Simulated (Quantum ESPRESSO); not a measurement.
# SnSe2 (P-3m1) in Quantum ESPRESSO: single point with PBEsol

Aim: the single point of SnSe2 with PBEsol.

Program: Quantum ESPRESSO 7.5. These are calculated values, not measurements. Logs are shortened: lines on timing, memory, paths and dates and some standing lists are left out, and cuts for length are marked.

## Step 1: Starting point

It takes space group P-3m1 (No. 164, trigonal). The conventional cell has a = 3.811 Å, b = 3.811 Å, c = 6.136 Å, α = 90.00°, β = 90.00°, γ = 120.00°. Around Sn (site symmetry -3m) lie 6 Se at 2.68 Å. Se (site symmetry 3m) is surrounded by 3 Sn at 2.68 Å.

## Step 2: Single point, PBEsol

run.py

```python
import numpy as np
from ase.calculators.espresso import Espresso, EspressoProfile
import spglib
from ase import Atoms
from ase.io import read

atoms = read('SnSe2.cif')
cell, pos, num = spglib.standardize_cell((atoms.cell[:], atoms.get_scaled_positions(), atoms.numbers), to_primitive=True, symprec=1e-4)
atoms = Atoms(numbers=num, cell=cell, scaled_positions=pos, pbc=True)

input_data = {
    'control': {'calculation': 'scf', 'prefix': 'pwscf', 'outdir': './tmp', 'tprnfor': True, 'tstress': True, 'disk_io': 'nowf'},
    'system': {'ecutwfc': 68.0, 'ecutrho': 544.0, 'nbnd': 20, 'occupations': 'smearing', 'smearing': 'fd', 'degauss': 0.00367493},
    'electrons': {'conv_thr': 6e-10, 'electron_maxstep': 120, 'mixing_beta': 0.5},
}
pseudopotentials = {'Sn': 'sn_pbesol_v1.4.uspp.F.UPF', 'Se': 'se_pbesol_v1.uspp.F.UPF'}
profile = EspressoProfile(command='mpirun -n 2 pw.x -nk 2', pseudo_dir='pseudo')
dft = Espresso(profile=profile, input_data=input_data, pseudopotentials=pseudopotentials, kpts=(8, 8, 5), koffset=(0, 0, 0))
atoms.calc = dft

print(f'energy {atoms.get_potential_energy():.8f} eV')
print('forces (eV/A)')
print(np.round(atoms.get_forces(), 6))
print('stress (eV/A^3, Voigt)')
print(np.round(atoms.get_stress(), 8))
print(f'Fermi level {dft.get_fermi_level():.4f} eV')
```

SnSe2.cif

```cif
data_SnSe2
_cell_length_a 3.81100000
_cell_length_b 3.81100000
_cell_length_c 6.13600000
_cell_angle_alpha 90.00000000
_cell_angle_beta 90.00000000
_cell_angle_gamma 120.00000000
_space_group_name_H-M_alt 'P-3m1'
_space_group_name_Hall '-P 3 2"'
_space_group_IT_number 164
loop_
_space_group_symop_operation_xyz
'x,y,z'
'-x,-y,-z'
'-y,x-y,z'
'y,-x+y,-z'
'-x+y,-x,z'
'x-y,x,-z'
'y,x,-z'
'-y,-x,z'
'x-y,-y,-z'
'-x+y,y,z'
'-x,-x+y,-z'
'x,x-y,z'
loop_
_atom_site_label
_atom_site_type_symbol
_atom_site_symmetry_multiplicity
_atom_site_Wyckoff_symbol
_atom_site_fract_x
_atom_site_fract_y
_atom_site_fract_z
_atom_site_occupancy
Sn1 Sn 1 a 0.0000000000 0.0000000000 0.0000000000 1
Se1 Se 2 d 0.6666666667 0.3333333333 0.7510000000 1
```

Potentials or basis: GBRV 1.5 PBEsol.

The run is started by

```sh
OMP_NUM_THREADS=1 python run.py
```

The log of the run:

```text
energy -3341.56154624 eV
forces (eV/A)
[[ 0.        0.        0.      ]
 [ 0.       -0.       -0.608869]
 [ 0.       -0.        0.608869]]
stress (eV/A^3, Voigt)
[-0.01147422 -0.01147422 -0.02299434  0.         -0.          0.        ]
Fermi level 6.9124 eV
```

espresso.pwi:

```text
&CONTROL
   calculation      = 'scf'
   tstress          = .true.
   tprnfor          = .true.
   outdir           = './tmp'
   prefix           = 'pwscf'
   disk_io          = 'nowf'
   pseudo_dir       = 'pseudo'
/
&SYSTEM
   nbnd             = 20
   ecutwfc          = 68.0
   ecutrho          = 544.0
   occupations      = 'smearing'
   degauss          = 0.00367493
   smearing         = 'fd'
   ntyp             = 2
   nat              = 3
   ibrav            = 0
/
&ELECTRONS
   electron_maxstep = 120
   conv_thr         = 6e-10
   mixing_beta      = 0.5
/
&IONS
/
&CELL
/
&FCP
/
&RISM
/
ATOMIC_SPECIES
Sn 118.71 sn_pbesol_v1.4.uspp.F.UPF
Se 78.971 se_pbesol_v1.uspp.F.UPF

K_POINTS automatic
8 8 5  0 0 0

CELL_PARAMETERS angstrom
3.81100000000000 0.00000000000000 0.00000000000000
-1.90550000000000 3.30042281382250 0.00000000000000
0.00000000000000 0.00000000000000 6.13600000000000

ATOMIC_POSITIONS angstrom
Sn 0.0000000000 0.0000000000 0.0000000000  
Se 1.9055000000 1.1001409379 4.6081360000  
Se 0.0000000000 2.2002818759 1.5278640000
```

espresso.pwo:

```text
This program is part of the open-source Quantum ESPRESSO suite
     for quantum simulation of materials; please cite
         "P. Giannozzi et al., J. Phys.:Condens. Matter 21 395502 (2009);
         "P. Giannozzi et al., J. Phys.:Condens. Matter 29 465901 (2017);
         "P. Giannozzi et al., J. Chem. Phys. 152 154105 (2020);
     in publications or presentations arising from this work. More details at

Warning: card &CELL ignored
Warning: card &FCP ignored
Warning: card &RISM ignored

     Message from routine setup:
     using ibrav=0 with symmetry is DISCOURAGED, use correct ibrav instead

     K-points division:     npool     =       2
     Subspace diagonalization in iterative solution of the eigenvalue problem:
     a serial algorithm will be used

     G-vector sticks info
     --------------------
     sticks:   dense  smooth     PW     G-vecs:    dense   smooth      PW
     Sum        1945     967    283               111651    39475    6015

     Using Slab Decomposition

     bravais-lattice index     =            0
     lattice parameter (alat)  =       7.2017  a.u.
     unit-cell volume          =     520.8234 (a.u.)^3
     number of atoms/cell      =            3
     number of atomic types    =            2
     number of electrons       =        26.00
     number of Kohn-Sham states=           20
     kinetic-energy cutoff     =      68.0000  Ry
     charge density cutoff     =     544.0000  Ry
     scf convergence threshold =      6.0E-10
     mixing beta               =       0.5000
     number of iterations used =            8  plain     mixing
     Exchange-correlation= SLA  PW   PSX  PSC
                           (   1   4  10   8   0   0   0)

     celldm(1)=   7.201746  celldm(2)=   0.000000  celldm(3)=   0.000000
     celldm(4)=   0.000000  celldm(5)=   0.000000  celldm(6)=   0.000000

     crystal axes: (cart. coord. in units of alat)
               a(1) = (   1.000000   0.000000   0.000000 )
               a(2) = (  -0.500000   0.866025   0.000000 )
               a(3) = (   0.000000   0.000000   1.610076 )

     reciprocal axes: (cart. coord. in units 2 pi/alat)
               b(1) = (  1.000000  0.577350 -0.000000 )
               b(2) = (  0.000000  1.154701  0.000000 )
               b(3) = (  0.000000 -0.000000  0.621089 )

     PseudoPot. # 1 for Sn read from file:
     sn_pbesol_v1.4.uspp.F.UPF
     Pseudo is Ultrasoft + core correction, Zval = 14.0
     Generated by new atomic code, or converted to UPF format
     Using radial grid of  891 points,  6 beta functions with:
                l(1) =   0
                l(2) =   0
                l(3) =   1
                l(4) =   1
                l(5) =   2
                l(6) =   2
     Q(r) pseudized with  8 coefficients,  rinner =    1.350   1.350   1.350
                                                       1.350   1.350

     PseudoPot. # 2 for Se read from file:
     se_pbesol_v1.uspp.F.UPF
     Pseudo is Ultrasoft + core correction, Zval =  6.0
     Generated by new atomic code, or converted to UPF format
     Using radial grid of  877 points,  6 beta functions with:
                l(1) =   0
                l(2) =   0
                l(3) =   1
                l(4) =   1
                l(5) =   2
                l(6) =   2
     Q(r) pseudized with  8 coefficients,  rinner =    1.300   1.300   1.300
                                                       1.300   1.300

     atomic species   valence    mass     pseudopotential
     Sn               14.00   118.71000     Sn( 1.00)
     Se                6.00    78.97100     Se( 1.00)

     12 Sym. Ops., with inversion, found

   Cartesian axes

     site n.     atom                  positions (alat units)
         1        Sn     tau(   1) = (   0.0000000   0.0000000   0.0000000  )
         2        Se     tau(   2) = (   0.5000000   0.2886751   1.2091671  )
         3        Se     tau(   3) = (   0.0000000   0.5773503   0.4009089  )

     number of k points=    40  Fermi-Dirac smearing, width (Ry)=  0.0037
                       cart. coord. in units 2pi/alat
        k(    1) = (   0.0000000   0.0000000   0.0000000), wk =   0.0062500
        k(    2) = (   0.0000000   0.0000000   0.1242177), wk =   0.0125000
        k(    3) = (   0.0000000   0.0000000   0.2484355), wk =   0.0125000
        k(    4) = (   0.0000000   0.1443376   0.0000000), wk =   0.0375000
        k(    5) = (   0.0000000   0.1443376   0.1242177), wk =   0.0375000
        k(    6) = (   0.0000000   0.1443376   0.2484355), wk =   0.0375000
[... 32 lines left out ...]
        k(   39) = (  -0.1250000   0.5051815  -0.1242177), wk =   0.0750000
        k(   40) = (  -0.1250000   0.5051815  -0.2484355), wk =   0.0750000

     Dense  grid:   111651 G-vectors     FFT dimensions: (  54,  54,  90)

     Smooth grid:    39475 G-vectors     FFT dimensions: (  40,  40,  64)

     Initial potential from superposition of free atoms

     starting charge      24.9998, renormalised to      26.0000
     Starting wfcs are   17 randomized atomic wfcs +    3 random wfcs

     Self-consistent Calculation

     iteration #  1     ecut=    68.00 Ry     beta= 0.50
     Davidson diagonalization with overlap
     ethr =  1.00E-02,  avg # of iterations =  7.5

     total energy              =    -245.47335465 Ry
     estimated scf accuracy    <       0.48093680 Ry

     iteration #  2     ecut=    68.00 Ry     beta= 0.50
     Davidson diagonalization with overlap
     ethr =  1.85E-03,  avg # of iterations =  2.1
[... 11 lines left out ...]
     iteration #  4     ecut=    68.00 Ry     beta= 0.50
     Davidson diagonalization with overlap
     ethr =  3.95E-05,  avg # of iterations =  4.8

     total energy              =    -245.60013186 Ry
     estimated scf accuracy    <       0.00089238 Ry

     iteration #  5     ecut=    68.00 Ry     beta= 0.50
     Davidson diagonalization with overlap
     c_bands:  1 eigenvalues not converged
     ethr =  3.43E-06,  avg # of iterations =  5.4

     total energy              =    -245.60022264 Ry
     estimated scf accuracy    <       0.00002057 Ry

     iteration #  6     ecut=    68.00 Ry     beta= 0.50
     Davidson diagonalization with overlap
     ethr =  7.91E-08,  avg # of iterations =  7.8

     total energy              =    -245.60026392 Ry
     estimated scf accuracy    <       0.00000103 Ry
[... 19 lines left out ...]
     total energy              =    -245.60026515 Ry
     estimated scf accuracy    <          9.7E-10 Ry

     iteration # 10     ecut=    68.00 Ry     beta= 0.50
     Davidson diagonalization with overlap
     ethr =  3.73E-12,  avg # of iterations =  3.6

     End of self-consistent calculation

          k = 0.0000 0.0000 0.0000 (  4939 PWs)   bands (ev):

   -14.6872 -14.6872 -14.6470 -14.6318 -14.6318  -7.5108  -5.7188   0.4092
     5.8226   5.8226   6.1323   6.1323   6.5259   7.5151   9.3653  11.1078
    11.1078  14.5578  15.4229  15.4229

          k = 0.0000 0.0000 0.1242 (  4927 PWs)   bands (ev):

   -14.6872 -14.6872 -14.6469 -14.6318 -14.6318  -7.4582  -5.8323   0.6838
     5.6304   5.7843   5.7843   6.1925   6.1925   8.2053   9.3718  11.0094
    11.0094  14.7974  15.1844  15.1847
[... 55 lines left out ...]
          k = 0.0000 0.4330 0.2484 (  4936 PWs)   bands (ev):

   -14.7398 -14.6677 -14.6525 -14.6141 -14.6124  -6.1527  -5.3610  -0.4702
     2.0956   4.1560   4.4857   5.4013   5.9242   7.3693  10.8905  12.0818
    12.6520  12.7004  15.7778  16.6169

          k = 0.0000-0.5774 0.0000 (  4922 PWs)   bands (ev):

   -14.7492 -14.6669 -14.6553 -14.6086 -14.6064  -5.8357  -5.2763  -0.7534
     1.9979   3.5878   3.8201   5.2938   6.2188   7.6172  10.2206  11.8612
    11.9578  13.7528  16.3921  17.1303

          k = 0.0000-0.5774 0.1242 (  4916 PWs)   bands (ev):

   -14.7492 -14.6669 -14.6553 -14.6086 -14.6064  -5.8061  -5.2984  -0.8022
     1.8237   3.8382   3.8725   5.6002   6.0827   7.3476  10.3558  12.1065
    12.2375  12.8206  15.9367  17.5565

          k = 0.0000-0.5774 0.2484 (  4924 PWs)   bands (ev):

   -14.7493 -14.6670 -14.6553 -14.6085 -14.6064  -5.7505  -5.3423  -0.8750
     1.5842   3.9684   4.3781   5.7400   5.8613   7.2618  10.6550  11.4425
    12.3346  12.7397  15.9740  17.5234

          k = 0.1250 0.2165 0.0000 (  4935 PWs)   bands (ev):

   -14.7075 -14.6775 -14.6397 -14.6366 -14.6245  -7.0499  -5.4445   0.3760
     3.4585   3.7608   5.5361   5.6734   6.5239   8.8880  10.9638  10.9675
    11.9579  13.4769  13.9911  16.0392
[... 115 lines left out ...]
          k = 0.0000 0.4330-0.2484 (  4936 PWs)   bands (ev):

   -14.7397 -14.6677 -14.6525 -14.6141 -14.6125  -6.1523  -5.3662  -0.3762
     1.9035   4.1401   4.2545   5.7828   5.9590   7.6894  10.5941  11.5296
    12.5780  12.6537  16.4851  16.8642

          k =-0.1250 0.3608-0.1242 (  4925 PWs)   bands (ev):

   -14.7258 -14.6750 -14.6456 -14.6275 -14.6126  -6.4539  -5.3024  -0.0185
     2.3398   3.5538   4.2127   5.5511   6.2843   8.5821  10.9284  11.8933
    12.0965  13.0385  14.5564  16.2679

          k =-0.1250 0.3608-0.2484 (  4928 PWs)   bands (ev):

   -14.7259 -14.6750 -14.6456 -14.6274 -14.6126  -6.3689  -5.4253  -0.0184
     2.3752   3.7332   4.2708   5.5701   5.9873   8.5561  10.9207  11.9930
    12.3288  12.9504  15.2218  15.5662

          k =-0.1250 0.5052-0.1242 (  4932 PWs)   bands (ev):

   -14.7395 -14.6748 -14.6499 -14.6148 -14.6079  -5.8574  -5.2452  -0.7010
     1.9265   3.4097   3.7720   5.4836   5.8638   8.0559  11.1007  11.8014
    12.3282  12.9568  15.9043  17.2453

          k =-0.1250 0.5052-0.2484 (  4915 PWs)   bands (ev):

   -14.7397 -14.6748 -14.6499 -14.6148 -14.6078  -5.7978  -5.3001  -0.7483
     1.7564   3.3263   4.0184   5.6558   6.1105   8.0495  10.9487  11.7531
    12.2766  12.6995  15.6326  16.6929

     the Fermi energy is     6.9124 ev

!    total energy              =    -245.60026515 Ry
     estimated scf accuracy    <          5.8E-11 Ry
     smearing contrib. (-TS)   =      -0.00000297 Ry
     internal energy E=F+TS    =    -245.60026218 Ry

     The total energy is F=E-TS. E is the sum of the following terms:
     one-electron contribution =     -93.77119758 Ry
     hartree contribution      =      61.83047929 Ry
     xc contribution           =    -101.48571657 Ry
     ewald contribution        =    -112.17382732 Ry

     convergence has been achieved in  10 iterations

     Forces acting on atoms (cartesian axes, Ry/au):

     atom    1 type  1   force =     0.00000000    0.00000000    0.00000000
     atom    2 type  2   force =     0.00000000   -0.00000000   -0.02368122
     atom    3 type  2   force =     0.00000000   -0.00000000    0.02368122

     Total force =     0.033490     Total SCF correction =     0.000018

     Computing stress (Cartesian axis) and pressure

          total   stress  (Ry/bohr**3)                   (kbar)     P=       24.54
   0.00012497  -0.00000000   0.00000000           18.38       -0.00        0.00
   0.00000000   0.00012497  -0.00000000            0.00       18.38       -0.00
   0.00000000   0.00000000   0.00025044            0.00        0.00       36.84

=------------------------------------------------------------------------------=
   JOB DONE.
=------------------------------------------------------------------------------=
```

Wall time 49 s (2 MPI ranks of Arm Neoverse V2, shared host); peak memory 0.58 GiB.

Results:

```yaml
Free_energy: -3341.5618 eV
Pressure: 2.5 GPa
Largest_force: 0.609 eV/Å
Band_gap_on_the_k_mesh: 0.73 eV, indirect (least direct gap 0.99 eV)
```

Forces on the atoms (eV/Å):
```
Sn   0.000  0.000  0.000
Se   0.000  0.000 -0.609
Se   0.000  0.000  0.609
```

Caveat: spin-orbit coupling is left out, which moves the levels of the heavy elements; an odd mesh through Γ misses points on the zone boundary, where band edges often lie; this functional lacks dispersion, which binds the layers, so the pressure and a relaxed spacing across them are unreliable.

## Step 3: For comparison

An earlier run on the cell as given: functional PBEsol; potentials or basis GBRV 1.5 PBEsol; cutoff 925 eV; density cutoff 7401 eV; k mesh 8 × 8 × 5; occupations fermi-dirac, width 0.05 eV; no spin polarisation.

- Pressure: 2.5 GPa
- Largest force: 0.609 eV/Å
- Band gap on the k mesh: 0.73 eV, indirect (least direct gap 0.99 eV)
